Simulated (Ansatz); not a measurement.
The system is HfN.

```xyz
2
Lattice="0.0000 2.2560 2.2560 2.2560 0.0000 2.2560 2.2560 2.2560 0.0000" Properties=species:S:1:pos:R:3 pbc="T T T"
Hf    0.0000    0.0000    0.0000
N     2.2560    2.2560    2.2560
```

Base run:

| Quantity | Value |
| --- | --- |
| Program | Ansatz 0.2.0 |
| Functional | PBEsol |
| Potentials or basis | Ansatz PAW |
| Cutoff | 420 eV (not typed: the program's choice for these potentials) |
| k mesh | 10 × 10 × 10 |
| Occupations | fermi-dirac, width 0.05 eV |
| Spin | no spin polarisation |

Its results: band gap on the k mesh none (metal or under the smearing width); pressure -1.9 GPa.

After a change of settings the same cell gave: band gap on the k mesh none (metal or under the smearing width); pressure 2.4 GPa. Which change was it?
A. k mesh from 10 × 10 × 10 to 6 × 6 × 6
B. functional from PBEsol to r2SCAN0; cutoff from 420 eV (not typed: the program's choice for these potentials) to 500 eV (not typed: the program's choice for these potentials); k mesh from 10 × 10 × 10 to 6 × 6 × 6
C. hubbard terms from none to Hf d U = 1 eV; hubbard projectors from none to ortho-atomic (the default)
D. hubbard terms from none to Hf d U = 3 eV; hubbard projectors from none to ortho-atomic (the default)

D.

Caveats: spin-orbit coupling is left out, which moves the levels of the heavy elements; the PAW data sets come from PBE, with cores solved anew for the run's functional, which leaves a small shift of forces and pressure; U without spin polarisation on a metal has little footing (some runs).

Runs at the PBE level aren't shown here.
